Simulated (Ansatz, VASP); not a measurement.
**One calculation of AlN, two programs**

```
Al N
1.0
     0.00000    2.18399    2.18399
     2.18399    0.00000    2.18399
     2.18399    2.18399    0.00000
Al N
1 1
Cartesian
  -0.0289 -0.0289 -0.0289
  3.2760 3.2760 3.2760
```

Change from the starting cell: all Al atoms moved -0.050 Å, as atom 1 along Cartesian [1 1 1].

Alike in both runs: task single point; functional PBE; k mesh 10 × 10 × 10; occupations gaussian, width 0.05 eV; no spin polarisation.

```csv
,VASP,Ansatz
version,VASP 6.6.1,Ansatz 0.2.0
potentials or method,"VASP PAW PBE potentials, release 64 (Al, N)","scalar-relativistic, plane waves, PAW"
plane-wave cutoff (eV),520,420
valence electrons in the cell,8,8
```

Ansatz gave:

```
gap on the k mesh at the Fermi level (eV)       : 3.25
least direct gap on the mesh (eV)               : 4.11
pressure (GPa)                                  : 5.2
largest component of the traceless stress (GPa) : 2.31
rms of the force components (eV/Å)              : 0.476
```

Problem. Estimate VASP's values.

Solution. gap on the k mesh at the Fermi level (eV): 3.24; least direct gap on the mesh (eV): 4.12; pressure (GPa): 4.9; largest component of the traceless stress (GPa): 2.33; rms of the force components (eV/Å): 0.478.

Atom by atom the forces differ by 0.002 eV/Å (rms over components). With one functional, cell and mesh, what is left measures potentials, basis and numerics.

A k mesh can miss the band edges.
